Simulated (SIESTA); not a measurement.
Crystal: GaP.

```
Ga P
1.0
     0.00000    2.72525    2.72525
     2.72525    0.00000    2.72525
     2.72525    2.72525    0.00000
Ga P
1 1
Direct
  0.00000 0.00000 0.00000
  0.75000 0.75000 0.75000
```

Base run:

* Program: SIESTA 5.4.2
* Functional: PBEsol
* Potentials or basis: PseudoDojo 0.4 standard (PBEsol files)
* Basis: DZP (energy shift 0.003 Ry; two zetas on semicore shells)
* Grid cutoff: 800 Ry
* Energy shift: 0.003 Ry
* k mesh: 8 × 8 × 8
* Occupations: fermi-dirac, width 0.05 eV
* Spin: no spin polarisation

Its results: band gap on the k mesh 1.52 eV, indirect (least direct gap 1.96 eV); pressure 0.2 GPa.

Question: After a change of settings the same cell gave: band gap on the k mesh 1.60 eV, indirect (least direct gap 2.01 eV); pressure 0.2 GPa. Which change was it?
A. functional from PBEsol to AM05
B. functional from PBEsol to vdW-DF-cx; potentials or basis from PseudoDojo 0.4 standard (PBEsol files) to PseudoDojo 0.4 standard (PBE files)
C. functional from PBEsol to LDA; potentials or basis from PseudoDojo 0.4 standard (PBEsol files) to PseudoDojo 0.4 standard (LDA files)
D. functional from PBEsol to PBE; potentials or basis from PseudoDojo 0.4 standard (PBEsol files) to PseudoDojo 0.4 standard (PBE files)

Answer: A.

Caveats: the basis of atomic orbitals isn't converged, which shifts pressures, moduli and gaps; the potentials were made for another functional, which shifts forces and pressure (some runs).

Not every run made on this cell is shown here.
